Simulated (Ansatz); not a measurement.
Theory: DFT PBE, scalar-relativistic, plane waves, PAW (Ansatz). All cells share a 420 eV cutoff and Γ-centred k meshes spaced at most about 0.3 Å⁻¹ (about 0.25 or finer for metals, 2π included). No spin polarisation in the final relaxations.

These are static total energies at zero pressure.

Compare these two cells of Sn₂Ge, each relaxed at this level.

A.

```yaml
crystal:
  lattice:
    - [-1.67808, 1.90340, 5.87674]
    - [1.67808, -1.90340, 5.87674]
    - [1.67808, 1.90340, -5.87674]
  atoms:
    - { symbol: Sn, position: [0.14979, 0.14979, 0.00000] }
    - { symbol: Sn, position: [0.85021, 0.85021, 0.00000] }
    - { symbol: Ge, position: [0.50000, 0.50000, 0.00000] }
```

B.

```yaml
crystal:
  lattice:
    - [-2.24738, 2.24738, 9.58813]
    - [2.24738, -2.24738, 9.58813]
    - [2.24738, 2.24738, -9.58813]
  atoms:
    - { symbol: Sn, position: [0.67048, 0.67048, 0.00000] }
    - { symbol: Sn, position: [0.32952, 0.32952, 0.00000] }
    - { symbol: Sn, position: [0.07952, 0.57952, 0.50000] }
    - { symbol: Sn, position: [0.42048, 0.92048, 0.50000] }
    - { symbol: Ge, position: [0.00000, 0.00000, 0.00000] }
    - { symbol: Ge, position: [0.75000, 0.25000, 0.50000] }
```

Problem. Which would you expect to be lower, and how large is the difference?

Solution. B is lower, by 108 meV/atom. A has space group Immm (No. 71), 25.0 Å³/atom and no gap on its mesh; B has Sn and Ge ordered on diamond sites, space group I4_1/amd (No. 141), 32.3 Å³/atom and no gap. Counting Ge atoms around Sn (those within 1.25 times the shortest such distance or 1.15 times the sum of covalent radii; the shortest distance is added where it exceeds 1.18 times the sum of covalent radii), A has Sn 4 from 3.1 Å and B has Sn 2. The lower one is the more open, so pressure narrows the difference. Even the lower one lies +0.04 eV/atom against the reference forms of the elements (uncorrected), so neither is stable at this level. Both come from invented guesses.

The zero gap of I4_1/amd may come from the functional, which often closes small gaps. Cells relaxed within their symmetry can be saddle points.

The preference for B by 108 meV/atom reflects the strength of directional covalent bonding in group 14. With four valence electrons per atom, a diamond network can fill its sp³ bonding states and leave the antibonding states largely empty. The denser cell A gives up much of this for metallic bonding. Its larger number of Ge neighbours around Sn is no sign of stronger bonding, since those contacts begin at 3.1 Å, well beyond a normal Sn–Ge single bond. In B, each Sn completes its tetrahedron with two other Sn atoms.

The positive energy relative to the elements fits the well-known poor miscibility of Ge and Sn. Their electronegativities are similar, so Sn–Ge bonds gain little ionic stabilisation, while the size mismatch probably costs strain energy even on an ordered diamond lattice. The comparison therefore supports a tetrahedral network over this particular dense metallic arrangement, but it doesn't establish that B's ordering is the best way to distribute Sn and Ge over the diamond sites.
